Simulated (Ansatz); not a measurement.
Zone-centre phonons of TlBr at 35 GPa: input and output

Theory: DFT LDA, scalar-relativistic, plane waves, PAW in Ansatz 0.2.0.

Launched with:
```bash
ansatz run input.yaml --threads 1 --pin off --max-ram 1228MiB --backend cpu --events-out ev --progress --plain --runs-dir out
```

Input (bare energies are in eV):
```yaml
crystal:
  lattice:
    - [3.3645851488, 0.0, 0.0]
    - [0.0, 3.3645851488, 0.0]
    - [0.0, 0.0, 3.3645851488]
  atoms:
    - { symbol: Tl, position: [0.0, 0.0, 0.0] }
    - { symbol: Br, position: [0.5, 0.5, 0.5] }
basis:
  ecutwfc: 420
kpoints:
  mp_grid: { grid: [12, 12, 12] }
hamiltonian:
  xc: lda
scf:
  occupations: { method: fermi_dirac, width: 0.15 }
output:
  eigenvalues: true
phonons:
  method: dfpt
  eigenvectors: true
```

Results section of the output:
```
--- Phonons (Γ-DFPT): 2 representative perturbations + reference, on 196 of 1728 k-points (Σ response iterations 6) ---
  k mesh reduced under 8 symmetry operations, with k and −k counted as one. Each operation leaves every solved perturbation unchanged. A smaller set is not used because it would not reduce the number of displacements ...
  ASR residual: 6.912e-5 → 0.000e0 eV/Å²; symmetrization residual: 4.386e-6 eV/Å²
  ASR residual per site (eV/Å²): 6.91e-5 3.85e-5
  Γ frequencies (cm⁻¹): 0.00 0.00 0.00 153.97 153.97 153.97
  non-analytic LO–TO correction: not included (Born effective charges unavailable; polar crystals: no LO–TO splitting at Γ)
```

It took 43 s on 1 thread of Arm Neoverse N1 (shared host), peak memory 0.6 GiB.

In a metal, frequencies and elastic constants depend on the k mesh and the smearing, soft modes and shear constants most. Spin–orbit coupling is left out, which matters for heavy elements. Other phases may be more stable at this pressure. A semilocal functional can close a gap that the real compound has.